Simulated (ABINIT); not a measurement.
Planning a run of ABINIT 10.8.3 on BaTe (Fm-3m). The input:

```
acell 3*1.0 Angstrom
rprim 
  -0.000000000000 3.493000000000 3.493000000000
  3.493000000000 -0.000000000000 3.493000000000
  3.493000000000 3.493000000000 -0.000000000000
ntypat 2
znucl 56 52
natom 2
typat 1 2
xred 
  0.000000000000 0.000000000000 0.000000000000
  0.500000000000 0.500000000000 0.500000000000
pp_dirpath "pseudos"
pseudos "Ba.upf, Te.upf"
ecut 39
ngkpt 6 6 6
nshiftk 1
shiftk 0 0 0
kptopt 1
chksymbreak 0
nband 22
occopt 1
tolvrs 1e-10
nstep 60
prtwf 0
optforces 0
optstress 0
indata_prefix "in"
outdata_prefix "out"
tmpdata_prefix "tmp"
```

The database entry behind the starting cell differs from later determinations by our own check (about 0.2 % short), so it need not match the best structure at ambient conditions.

```sh
OMP_NUM_THREADS=1 mpirun -n 4 abinit run.abi > log
```

How long will it take on 4 MPI ranks of Arm Neoverse V1, shared host, and how much memory?

It took 37 s; on shared hardware allow 18 s to 74 s. Peak host memory was 0.41 GiB.

[Paths, hosts, dates, memory and timing lines, banners, echoed tables and standing remarks are left out of the program output.]

[Logs are printed without paths, hosts, clocks, repeated set-up lines and the standing remarks that a program may print on its own settings, such as how far it seeks lower states.]

[Runs of the session that timed out or met a known fault of the program may be left out.]

[Hosts, paths, dates, database ids (printed as entryN), source tags and the programs' standing remarks are cut or masked in the printed files.]

[G0W0 gaps are taken among the corrected bands and points alone; a level outside them can change the order at an edge.]

[Where Ansatz stands beside ABINIT at settings called matched, ABINIT's density can come from a denser mesh and the files from another edition; pairs whose starting gaps differed by over 0.03 eV were left out, so agreement reads better than it is.]
